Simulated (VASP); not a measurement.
# LiH in VASP: how settings move the PBE relaxation

Aim: see what changed inputs do to the PBE relaxation of LiH in the CsCl structure. This is a trial cell built on a prototype, not taken from a measured structure, and it needn't be the compound's ground state.

Program: VASP 6.6.1. PAW datasets, plane waves. No spin polarisation and no zero-point or thermal motion; the cell was built from a prototype and may be hypothetical.

## (1) The cell

This is the cell as the run starts from it, not yet at rest; its lengths are not the crystal's.

Space group Pm-3m (No. 221), cubic; a = 1.931 Å in the conventional setting, 3.60 Å³ an atom. Around Li lie 8 H at 1.67 Å; around H lie 8 Li at 1.67 Å.

The structure in full:

```xyz
2
Lattice="1.9314 0.0000 0.0000 0.0000 1.9314 0.0000 0.0000 0.0000 1.9314" Properties=species:S:1:pos:R:3 pbc="T T T"
Li    0.0000    0.0000    0.0000
H     0.9657    0.9657    0.9657
```

The PBE run on sound settings gave: energy (σ→0) -5.6577 eV, final volume 7.844 Å³/atom.

## (2) Try 1

Input file INCAR:

```
ENCUT = 600.000000
EDIFF = 1.00e-07
EDIFFG = -5.00e-03
GGA = PE
PREC = Accurate
IBRION = 2
ISIF = 3
NBANDS = 9
NSW = 40
LASPH = .TRUE.
LCHARG = .FALSE.
LWAVE = .FALSE.
LREAL = .FALSE.
PSTRESS = 100
ISMEAR = 0
SIGMA = 0.01
NELM = 99
```

Input file KPOINTS:

```
KPOINTS created by Atomic Simulation Environment
0
Gamma
12 12 12
0 0 0
```

Input file POSCAR:

```
Li H
 1.0000000000000000
     1.9313821427000000    0.0000000000000000    0.0000000000000000
     0.0000000000000000    1.9313821427000000    0.0000000000000000
     0.0000000000000000    0.0000000000000000    1.9313821427000000
 Li  H
   1   1
Cartesian
  0.0000000000000000  0.0000000000000000  0.0000000000000000
  0.9656910713500000  0.9656910713500000  0.9656910713500000
```

The run uses the recommended PBE PAW datasets (4 valence electrons a neutral cell).

Launch:

```sh
> mpirun -np 1 vasp_std
```

## (3) Try 2

Input file INCAR:

```
ENCUT = 600.000000
SIGMA = 0.020000
EDIFF = 1.00e-07
PREC = Accurate
IBRION = 2
ISIF = 3
ISMEAR = -1
NBANDS = 9
NELM = 120
NSW = 40
LASPH = .TRUE.
LCHARG = .FALSE.
LWAVE = .FALSE.
LREAL = .FALSE.
AMIX = 0.2
BMIX = 0.0001
METAGGA = MS2
EDIFFG = -0.001
```

Input file KPOINTS:

```
KPOINTS created by Atomic Simulation Environment
0
Gamma
12 12 12
0 0 0
```

Input file POSCAR:

```
Li H
 1.0000000000000000
     1.9313821427000000    0.0000000000000000    0.0000000000000000
     0.0000000000000000    1.9313821427000000    0.0000000000000000
     0.0000000000000000    0.0000000000000000    1.9313821427000000
 Li  H
   1   1
Cartesian
  0.0000000000000000  0.0000000000000000  0.0000000000000000
  0.9656910713500000  0.9656910713500000  0.9656910713500000
```

## (4) Try 3

Input file INCAR:

```
ENCUT = 600.000000
SIGMA = 0.020000
EDIFF = 1.00e-07
EDIFFG = -5.00e-03
GGA = PE
PREC = Accurate
IBRION = 2
ISIF = 3
ISMEAR = -1
NBANDS = 9
LASPH = .TRUE.
LCHARG = .FALSE.
LWAVE = .FALSE.
LREAL = .FALSE.
NELM = 73
NSW = 1
```

Input file KPOINTS:

```
KPOINTS created by Atomic Simulation Environment
0
Gamma
12 12 12
0 0 0
```

Input file POSCAR:

```
Li H
 1.0000000000000000
     1.9313821427000000    0.0000000000000000    0.0000000000000000
     0.0000000000000000    1.9313821427000000    0.0000000000000000
     0.0000000000000000    0.0000000000000000    1.9313821427000000
 Li  H
   1   1
Cartesian
  0.0000000000000000  0.0000000000000000  0.0000000000000000
  0.9656910713500000  0.9656910713500000  0.9656910713500000
```

What does the calculation give? Wanted: for each run, changed; ending; energy change; volume; electronic steps; usable.

**Answer**, as computed:

| run | changed | ending | energy change (meV/atom) | volume (Å³/atom) | electronic steps | time | usable |
| --- | --- | --- | --- | --- | --- | --- | --- |
| ref. | – | converged | 0 | 7.844 | – | – | yes |
| 1 | PSTRESS = 100, ISMEAR = 0, SIGMA = 0.01, NELM = 99 | converged | – | 6.119 | 51 | 11 s | yes |
| 2 | AMIX = 0.2, BMIX = 0.0001, METAGGA = MS2, EDIFFG = -0.001 | converged | – | 6.868 | 115 | 76 s | yes |
| 3 | NELM = 73, NSW = 1 | not converged | – | – | 13 | 3.5 s | no |

**Reading.** Of 3 altered inputs, 1 gave no result, 2 gave usable results.
